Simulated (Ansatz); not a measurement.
TiO2: Electric field gradients

The cell is a Materials Project structure (computed, not necessarily an observed phase), atoms as given.

Space group Imma (No. 74); a = 5.9463, b = 6.5747, c = 6.5748 Å.

| site | Wyckoff | site symmetry | x | y | z |
| --- | --- | --- | --- | --- | --- |
| Ti1 | 4e | mm2 | 0.5000 | 0.2500 | 0.2548 |
| Ti3 | 4d | .2/m. | 0.2500 | 0.2500 | 0.7500 |
| O5 | 8i | .m. | 0.2499 | 0.2500 | 0.0549 |
| O6 | 8h | m.. | 0.5000 | 0.4451 | 0.7504 |

One atom of each set is listed; the run and its k-mesh use a cell of 12 atoms with edges of 5.52, 5.52, 5.52 Å.

All values are calculated (Ansatz; DFT, r2SCAN, plane waves and PAW, scalar-relativistic, 500 eV cutoff, Γ-centred 6×6×6 k-points, Fermi–Dirac smearing 0.02 eV), not measured.

V_zz is the principal component of the electric field gradient with the largest magnitude, η = (V_xx − V_yy)/V_zz and C_Q = eQV_zz/h.

⁴⁷Ti: I = 5/2, Q = 302.0 mb; ¹⁷O: I = 5/2, Q = -25.58 mb. Nuclear quadrupole moments: year-2017 set (Pyykkö).

Task: Which values are expected at the nuclei?

Result: 

```tsv
site	atoms	first shell	V_xx, V_yy, V_zz (10²¹ V/m²)	η	C_Q (MHz)
Ti1	2	6 O at 1.94–2.00 Å	0.51, 1.86, -2.37	0.57	-17.3
Ti3	2	6 O at 1.96–2.00 Å	0.47, 1.86, -2.33	0.60	-17.0
O5	4	3 Ti at 1.94–2.00 Å	0.042, 2.68, -2.72	0.97	1.68
O6	4	3 Ti at 1.96–2.00 Å	0.057, 2.68, -2.73	0.96	1.69
```

At this cell the r2SCAN pressure is -7 GPa, so with r2SCAN the cell would shrink if it were relaxed. The entry's cell may itself be off. Where η is near 1 the sign of V_zz means little.
